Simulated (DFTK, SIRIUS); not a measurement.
Given: the input of a run of DFTK 0.8.2 on TaN. The cell comes from a database or a generator and needn't be the stable form of this composition.

Contents of run.jl:

```julia
using DFTK
using PseudoPotentialData
using Unitful, UnitfulAtomic
using LinearAlgebra, Printf
include("save.jl")
disable_threading()

# lattice vectors are the columns
lattice = austrip(1u"Å") * [           0.0       2.211323       2.211323;
                 2.211323            0.0       2.211323;
                 2.211323       2.211323            0.0]
symbols   = [:Ta, :N]
positions = [[0.5, 0.5, 0.5],
             [0.0, 0.0, 0.0]]
pseudopotentials = Dict(:N => "N.upf", :Ta => "Ta.upf")
elements = Dict(s => ElementPsp(s, pseudopotentials; rcut=10.0) for s in unique(symbols))
atoms    = [elements[s] for s in symbols]

build_model(lattice, positions; symmetries=true) =
    model_DFT(lattice, atoms, positions;
              functionals=PBEsol(),
              temperature=austrip(0.05u"eV"),
              smearing=Smearing.FermiDirac(),
              symmetries)
Ecut  = 45.0  # hartree
kgrid = [10, 10, 10]
tol   = 1e-6
to_GPa = ustrip(uconvert(u"GPa", 1u"hartree/bohr^3"))

model = build_model(lattice, positions)
basis = PlaneWaveBasis(model; Ecut, kgrid)
display(basis)
scfres = self_consistent_field(basis;
                               tol,
                               nbandsalg=AdaptiveBands(model; n_bands_converge=21))
display(scfres.energies)
@printf "Fermi level: %.6f eV\n" ustrip(auconvert(u"eV", something(scfres.εF, NaN)))
forces = compute_forces_cart(scfres)
println("Forces (eV/Å)")
for (s, f) in zip(symbols, forces)
    @printf "%-3s %12.6f %12.6f %12.6f\n" s ustrip.(auconvert.(u"eV/Å", f))...
end
stress = compute_stresses_cart(scfres)
println("Stress (GPa)")
display(round.(stress * to_GPa; digits=4))
println("Levels at the first k-point (eV): ", round.(ustrip.(auconvert.(u"eV", scfres.eigenvalues[1][1:scfres.n_bands_converge])); digits=4))
save_scf!(scfres; forces, stress)
```

Potentials or basis: SG15 1.2 (PBE).

The run is started by

```sh
$ julia --threads=1 run.jl  # save.jl only writes the numbers to a file and isn't shown; printed stress counts tension as positive; times include loading and compiling
```

Task: Set up the same calculation for SIRIUS 7.12.0. Potentials or basis there: PseudoDojo 0.4.1 PBE standard (scalar relativistic), cutoff 1152 eV.

Result: As run (cutoffs and basis follow the program's own potentials, and thresholds, step limits or extra output files can differ):

File sirius.json:

```json
{
  "control": {
    "processing_unit": "cpu",
    "verbosity": 2,
    "num_bands_to_print": 16,
    "print_forces": true,
    "print_stress": true
  },
  "parameters": {
    "electronic_structure_method": "pseudopotential",
    "xc_functionals": ["XC_GGA_X_PBE_SOL", "XC_GGA_C_PBE_SOL"],
    "gk_cutoff": 9.2,
    "pw_cutoff": 18.4,
    "ngridk": [10, 10, 10],
    "shiftk": [0, 0, 0],
    "smearing": "fermi_dirac",
    "smearing_width": 0.0018374661,
    "num_bands": 16,
    "num_mag_dims": 0,
    "num_dft_iter": 100,
    "energy_tol": 1e-08,
    "density_tol": 1e-06
  },
  "iterative_solver": {
    "type": "davidson",
    "min_tolerance": 1e-10
  },
  "mixer": {
    "type": "anderson",
    "beta": 0.7,
    "max_history": 8
  },
  "settings": {
    "tol_ne": 1e-10,
    "pseudo_grid_cutoff": 6.5
  },
  "unit_cell": {
    "lattice_vectors": [
      [0.0, 0.707106781187, 0.707106781187],
      [0.707106781187, 0.0, 0.707106781187],
      [0.707106781187, 0.707106781187, 0.0]
    ],
    "lattice_vectors_scale": 5.9097083415,
    "atom_coordinate_units": "lattice",
    "atom_types": ["Ta", "N"],
    "atom_files": {
      "N": "N.json",
      "Ta": "Ta.json"
    },
    "atoms": {
      "Ta": [
        [0.5, 0.5, 0.5]
      ],
      "N": [
        [0.0, 0.0, 0.0]
      ]
    }
  }
}
```

Potentials or basis: PseudoDojo 0.4.1 PBE standard (scalar relativistic).

Run with:

```sh
$ upf_to_json N.upf
$ upf_to_json Ta.upf
$ OMP_NUM_THREADS=1 sirius.scf --input=sirius.json --output=out.json --task=0
```

Both were run:

|  | DFTK | SIRIUS |
| --- | --- | --- |
| Pressure | -11.5 GPa | -10.0 GPa |

The potentials hold 32 and 18 valence electrons a cell.

DFTK's potentials were made for PBE. SIRIUS's potentials were made for PBE.

The cell lies far from this level's equilibrium.

Pressure is positive in compression.
